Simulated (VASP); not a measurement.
Cu:

```
Cu
1.0
    -1.44279    1.44279    1.37608
     1.44279   -1.44279    1.37608
     1.44279    1.44279   -1.37608
Cu
1
Cartesian
  0.0000 0.0000 0.0000
```

This isn't the form of Cu at room conditions, which is fcc.

* Program: VASP 6.6.1
* Task: single point
* Functional: PBEsol
* Potentials or basis: VASP PAW PBE potentials, release 64 (Cu)
* Cutoff: 520 eV
* k mesh: 13 × 13 × 13
* Occupations: fermi-dirac, width 0.05 eV
* Spin: no spin polarisation

On this cell: pressure -0.7 GPa; band gap on the k mesh none (metal or under the smearing width).

The same run follows on a disturbed copy (cell strained at random at fixed volume):

```
Cu
1.0
    -1.41080    1.44162    1.36674
     1.39194   -1.45455    1.36053
     1.46098    1.50473   -1.38030
Cu
1
Direct
  0.01879 0.00286 0.01439
```

Task: What does the disturbed cell give?

Result: The energy (extrapolated to zero smearing) moves by +4.6 meV/atom; pressure -0.3 GPa; band gap on the k mesh none (metal or under the smearing width).

Stress tensor (GPa, compression positive):
```
-1.57 -4.42  1.36
-4.42  0.75  0.90
 1.36  0.90 -0.15
```

Caveats: the PAW data sets were made with another functional, which shifts forces and pressure a little.
